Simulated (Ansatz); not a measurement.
P under strains and displacements

Method: Ansatz 0.2.0, DFT PBE, scalar-relativistic, plane waves, PAW.

Settings: cutoff 420 eV, Γ-centred mesh 15×15×15 on the computed 2-atom cell, Gaussian smearing of 0.10 eV; no spin polarisation.

Reference cell:

```xyz
2
Lattice="1.7257 0.9963 3.1297 -1.7257 0.9963 3.1297 0.0000 -1.9927 3.1297" Properties=species:S:1:pos:R:3 pbc="T T T"
P     0.0000    0.0000    2.1321
P     0.0000    0.0000    7.2570
```

Each variant moves atoms of this cell by the vectors given, if any (Å), and then applies a symmetric strain (tensor components, Cartesian axes). The reference cell isn't relaxed at this level. Energies are per atom at zero smearing, counted from the lowest variant. Pressure is positive in compression.

1. strain (xx yy zz yz xz xy, %) 3.61 3.61 -2.39 0.00 0.00 0.00; moves: P1 (0.000, 0.000, 0.100); P2 (0.000, 0.000, -0.100)
2. strain (xx yy zz yz xz xy, %) 4.00 4.00 7.00 0.00 0.00 0.00; moves: P1 (0.000, 0.000, 0.150); P2 (0.000, 0.000, -0.150)
3. strain (xx yy zz yz xz xy, %) -0.52 -0.52 -3.52 0.00 0.00 0.00; moves: P1 (0.000, 0.000, 0.060); P2 (0.000, 0.000, -0.060)
4. strain (xx yy zz yz xz xy, %) -1.91 -1.91 -7.91 0.00 0.00 0.00; moves: P1 (0.000, 0.000, 0.030); P2 (0.000, 0.000, -0.030)

**Question.** Order the variants by energy, lowest first.

**Answer.** 3 (0.0 meV/atom), 4 (48.1 meV/atom), 1 (60.3 meV/atom), 2 (296.0 meV/atom).

**Question.** Order them by pressure, highest first.

**Answer.** 4 (11.69 GPa), 3 (1.67 GPa), 1 (-8.27 GPa), 2 (-14.21 GPa).

This form isn't the element's structure at ambient conditions.